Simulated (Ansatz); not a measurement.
**What a change of settings does to a run on V**

The structure comes from a relaxation in the same program, started in the diamond type, and has space group Fd-3m. Whether it is a known phase or the ground state wasn't checked.

First run: DFT, PBE, PAW with Ansatz's default frozen-core files, scalar-relativistic (Ansatz 0.2.0).

Command: `ansatz run input.yaml --threads 1 --pin off --max-ram 3072MiB --backend cpu --events-out ev --progress --plain --runs-dir out` The run took about 29 s on 1 thread of a shared machine.

```yaml
crystal:
  lattice:
    - [0.0, 2.7334772435, 2.7334772435]
    - [2.7334772435, 0.0, 2.7334772435]
    - [2.7334772435, 2.7334772435, 0.0]
  atoms:
    - { symbol: V, position: [0.0, 0.0, 0.0], spin: 1.5 }
    - { symbol: V, position: [0.25, 0.25, 0.25], spin: 1.5 }
magnetization:
  spin_polarized: true
kpoints:
  mp_grid: { grid: [10, 10, 10] }
  band_path:
    path:
      - [0.0, 0.0, 0.0]
      - [0.5, 0.0, 0.5]
      - [0.625, 0.25, 0.625]
      - [0.375, 0.375, 0.75]
      - [0.0, 0.0, 0.0]
      - [0.5, 0.5, 0.5]
      - [0.5, 0.25, 0.75]
      - [0.5, 0.0, 0.5]
    npoints: 8
scf:
  occupations: { method: fermi_dirac, width: 0.08 }
hamiltonian:
  xc: pbe
  pseudopotentials: { kind: paw }
output:
  forces: true
  stress: true
  eigenvalues: true
  efg: { contact_densities: true }
  populations: true
  bader: true
  dos: { projected: true, de: 0.2, e_range: [-14, 8] }
  write_density: true
  write_potential: true
  elf: true
  volumetric_format: npy
```

Result: converged; pressure 0.01 GPa; moment 3.74 μB; 10 SCF iterations.

The input is then changed:

```diff
@@ -25,5 +25,5 @@
   occupations: { method: fermi_dirac, width: 0.08 }
 hamiltonian:
-  xc: pbe
+  xc: lda
   pseudopotentials: { kind: paw }
 output:
@@ -33,9 +33,9 @@
   efg: { contact_densities: true }
   populations: true
-  bader: true
-  dos: { projected: true, de: 0.2, e_range: [-14, 8] }
   write_density: true
   write_potential: true
   elf: true
   volumetric_format: npy
+basis:
+  xc_grid: 3
```

Task: Predict the outcome of the changed run.

Result: It converged; pressure -7.42 GPa; moment 3.14 μB; 10 SCF iterations.

The results part of its log:

```
SCF 1 converged in 10 iterations: F = -5715.842418 eV  dr2 = 1.35e-8
  greatest PAW one-centre occupation: 1.000 electrons in one spin orbital (limit 2), on the V atom at site 1 (counted from 0), in its partial waves of l = 0
NSCF: frozen V_eff on 57 k-points
SCF converged after 10 iterations
Magnetization: 3.1369 μB (14.5684 up, 11.4316 down)
Absolute magnetization: 3.1370 μB (∫|ρ↑−ρ↓|, with the PAW one-centre terms)
Spin contamination: 0.0092 ħ² per cell (⟨S²⟩ above its minimum at these occupations)
Per-site moments (μB) at R_I (Å): [(1.2064136992129961, 0.9764950525842855), (1.2064136992129963, 0.9764950525842855)]
Free energy (F): -5715.842418 eV
Harris-Foulkes:  -5715.842418 eV  (|F-HF|=8.47e-9)
Internal energy: -5715.747836 eV  (E = F + TS)
E sigma→0 (E₀):  -5715.795127 eV
Entropy (-TS):   -0.094582 eV (-47.291 meV/atom)
Fermi energy:    9.535668 eV
--- Per-component energies (eV) ---
  E_band       = -463.199090
  E_kinetic    = 669.025665
  E_local      = -2736.560098  (includes V_loc(G=0)·N_el)
  E_nonlocal   = -70.837412
  E_hartree    = 1202.184333
  E_xc         = -253.527393
  E_vxc        = -323.088517  (∫ρ·V_xc dr)
  E_paw        = -2128.866195  (= ΣΔE_a)
  E_vpaw       = -406.100225  (= ΣTr[D̂ρ^β])
  E_aug_tail   = 0.000505  (compensation charges beyond the density's cutoff)
  E_ewald      = -2397.859541
  E_core_change = 0.692300  (= ΣΔE_core)
  E_smearing   = -0.094582  (= −TS)
  E_closure    = -0.000000  (closes the sum)
  Σ components = -5715.842418   (vs F -5715.842418, Δ=0.00e0)
--- Forces (eV/Å), atoms counted from 1 ---
  atom   1  V      0.00000000     0.00000000     0.00000000
  atom   2  V      0.00000000    -0.00000000     0.00000000
  max |Σ_I F_I| component: 9.25e-17 eV/Å
--- Stress (GPa, compression-positive) ---
       -7.419291       0.000000       0.000000
       -0.000000      -7.419291      -0.000000
        0.000000      -0.000000      -7.419291
  P = ⅓ Tr σ = -7.4193 GPa (-74.193 kbar)
--- PAW observables at the nuclei: V_zz in 10²¹ V/m², potentials from the cell's mean, atoms counted from 1 ---
  atom   1  V  V_zz =    +0.000000   η = 0.0000   by run symmetry: forbidden
            electrostatic potential = -2690.532432 V   contact ρ = 65601.068064 e/Å³   contact ρ_s (e/Å³): all electrons +4.670841, valence +6.622774
  atom   2  V  V_zz =    +0.000000   η = 0.0000   by run symmetry: forbidden
            electrostatic potential = -2690.532432 V   contact ρ = 65601.068064 e/Å³   contact ρ_s (e/Å³): all electrons +4.670841, valence +6.622774
--- Band table (eV; the first three rows and the last of 94) ---
  k-point 0 ↑: bands = ["-54.2689", "-53.8023", "-28.6046", "-28.6046", "-28.6046", "-27.9221", "-27.9221", "-27.9221", "4.2239", "8.0703", "8.0703", "8.3312", "8.3312", "8.3312", "10.2968", "10.2968", "10.2968", "12.2924", "12.2924"]
  k-point 1 ↑: bands = ["-54.2605", "-53.8110", "-28.6131", "-28.6131", "-28.6042", "-27.9236", "-27.9134", "-27.9134", "4.3938", "7.9534", "7.9534", "8.3387", "8.5019", "8.5019", "10.1511", "10.2864", "10.2864", "12.2819", "12.2819"]
  k-point 2 ↑: bands = ["-54.2369", "-53.8354", "-28.6344", "-28.6344", "-28.6037", "-27.9274", "-27.8918", "-27.8918", "4.8843", "7.8586", "7.8586", "8.3795", "8.6956", "8.6956", "9.7508", "10.3211", "10.3211", "12.2394", "12.2394"]
  k-point 46 ↓: bands = ["-52.8277", "-52.8277", "-27.5698", "-27.5698", "-27.0693", "-27.0693", "-26.5649", "-26.5649", "8.0306", "8.0306", "9.7751", "9.7751", "10.2872", "10.2872", "10.6659", "10.6659", "13.4953", "13.4953", "13.8945"]
--- Löwdin populations: 2 sites ---
  site symbol       q [e]    m [muB]
     0      V     12.9059     1.5438
     1      V     12.9059     1.5438
  spilling = 0.007235 (of n_electrons = 26.000000)
```
